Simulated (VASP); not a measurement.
Here is a VASP 6.6.1 calculation.

Contents of INCAR:

```
SYSTEM = Cu
PREC     = Accurate       ! precision mode
ENCUT    = 520            ! plane-wave cutoff, eV
EDIFF    = 1E-6           ! SCF threshold, eV
ISMEAR   = 0              ! smearing method
SIGMA    = 0.05           ! smearing width, eV
LREAL    = .FALSE.        ! projectors in reciprocal space
LASPH    = .TRUE.         ! aspherical terms in the spheres
NELM     = 100            ! most SCF steps
ALGO     = Fast           ! electronic algorithm
ISIF     = 2              ! what is computed and relaxed
LWAVE    = .FALSE.        ! write WAVECAR
LCHARG   = .FALSE.        ! write CHGCAR
GGA      = PE             ! functional
NBANDS   = 18             ! bands
```

File KPOINTS:

```
Automatic mesh
0
G
  18 18 10
  0 0 0
```

File POSCAR:

```
Cu
1.0
    2.5677257830      0.0000000000      0.0000000000
   -1.2838628915      2.2237157580      0.0000000000
    0.0000000000      0.0000000000      4.1903958827
Cu
2
Direct
    0.3333333333      0.6666666667      0.7500000000
    0.6666666667      0.3333333333      0.2500000000
```

Potentials or basis: VASP PAW PBE potentials, release 64 (Cu).

The run is started by

```sh
$ cat potpaw_PBE.64/Cu/POTCAR > POTCAR
$ mpirun -np 1 vasp_std > vasp.out
```

(1) Estimate the band gap on the k mesh.

(2) What does it give for the pressure?

## Answers

(1) none (metal or under the smearing width).

(2) 1.5 GPa.
